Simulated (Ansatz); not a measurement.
Crystal: TiSi2.

```
CELL_PARAMETERS angstrom
1.76511 -6.75928 0.00000
1.76511 6.75928 0.00000
0.00000 0.00000 3.56517
ATOMIC_POSITIONS crystal
Ti 0.10312 0.89688 0.25000
Ti 0.89688 0.10312 0.75000
Si 0.75031 0.24969 0.25000
Si 0.24969 0.75031 0.75000
Si 0.44175 0.55825 0.25000
Si 0.55825 0.44175 0.75000
```

The cell comes from a database or a generator and needn't be the stable form of this composition.

Program: Ansatz 0.2.0. Alike in all runs: task projected density of states; potentials or basis Ansatz PAW; no spin polarisation; cell as given; k mesh 8 × 8 × 8; cutoff (eV) 420; smearing fermi-dirac 0.05 eV.

Question: Order these runs on this cell by their pressure, lowest first.
A. level PBEsol+U; U Ti d U = 6 eV; hubbard projectors ortho-atomic (the default); double counting fll (the default)
B. level PBEsol+U; U Ti d U = 8 eV; hubbard projectors ortho-atomic (the default); double counting fll (the default)
C. level PBEsol
D. level PBEsol+U; U Ti d U = 3 eV; hubbard projectors ortho-atomic (the default); double counting fll (the default)

Answer: C (-2.2 GPa), D (0.3 GPa), A (3.7 GPa), B (8.0 GPa).

Caveats: the PAW data sets come from PBE, with cores solved anew for the run's functional, which leaves a small shift of forces and pressure; U without spin polarisation on a metal has little footing (some runs); the U is typed as a test and isn't derived for this compound (some runs).
